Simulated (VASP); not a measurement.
Crystal: Ti.

```
Ti
1.0
    -1.64100    1.64100    1.64100
     1.64100   -1.64100    1.64100
     1.64100    1.64100   -1.64100
Ti
1
Direct
  0.00000 0.00000 0.00000
```

This isn't the form of Ti at room conditions, which is hcp.

Base run:

* Program: VASP 6.6.1
* Functional: PBE
* Potentials or basis: VASP PAW PBE potentials, release 64 (Ti_sv)
* Cutoff: 520 eV
* k mesh: 11 × 11 × 11
* Occupations: fermi-dirac, width 0.05 eV
* Spin: no spin polarisation

Its results: band gap on the k mesh none (metal or under the smearing width); pressure -2.7 GPa.

**Question.** The run is repeated on the same cell with these changes: potentials or basis from VASP PAW PBE potentials, release 64 (Ti_sv) to VASP PAW PBE potentials, release 64 (Ti_sv_GW); cutoff from 520 eV to 550 eV; occupations from fermi-dirac, width 0.05 eV to gaussian, width 0.02 eV. What comes out?

**Answer.** Band gap on the k mesh none (metal or under the smearing width); pressure -4.2 GPa.
